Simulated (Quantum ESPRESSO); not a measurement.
**SrO in Quantum ESPRESSO: the effect of target pressure**

Crystal: SrO.

```xyz
2
Lattice="0.0000 2.5663 2.5663 2.5663 0.0000 2.5663 2.5663 2.5663 0.0000" Properties=species:S:1:pos:R:3 pbc="T T T"
Sr    2.5663    2.5663    2.5663
O     0.0000    0.0000    0.0000
```

Alike in all runs:

- Program: Quantum ESPRESSO 7.5
- Task: relaxation of cell and atoms
- Functional: PBE
- Potentials or basis: SSSP 1.3 efficiency PBE
- Cutoff: 857 eV
- Density cutoff: 6884 eV
- k mesh: 9 × 9 × 9
- Occupations: fermi-dirac, width 0.05 eV
- Spin: no spin polarisation

Each run relaxes the cell or the atoms first.

| target pressure | relaxed volume (Å³/atom) | gap on the mesh (eV) |
| --- | --- | --- |
| 0 GPa | 17.49 | 3.38 |
| 2 GPa | 17.10 | 3.37 |
| 5 GPa | 16.60 | 3.36 |
| 10 GPa | ? | ? |
| 20 GPa | 14.86 | 3.24 |
| 30 GPa | 14.09 | 3.10 |

What does the run with target pressure 10 GPa give?

Relaxed volume 15.91 Å³/atom; gap on the mesh 3.33 eV.

Worked out: In Murnaghan's law V^(-B') rises as a straight line in P. The other rows fit best with B' = 4.1, V0 = 17.49 Å³/atom and B0 = 86 GPa, which gives 15.91 Å³/atom at 10 GPa, against the run's 15.91. A parabola through the other rows of the gap on the mesh, of slope -0.00694 eV per GPa there, gives 3.33 eV, against the run's 3.33.

Caveats: an odd mesh through Γ misses points on the zone boundary, where band edges often lie; the volume moved by over 15 % at a fixed basis, so the end points are rough (some runs).
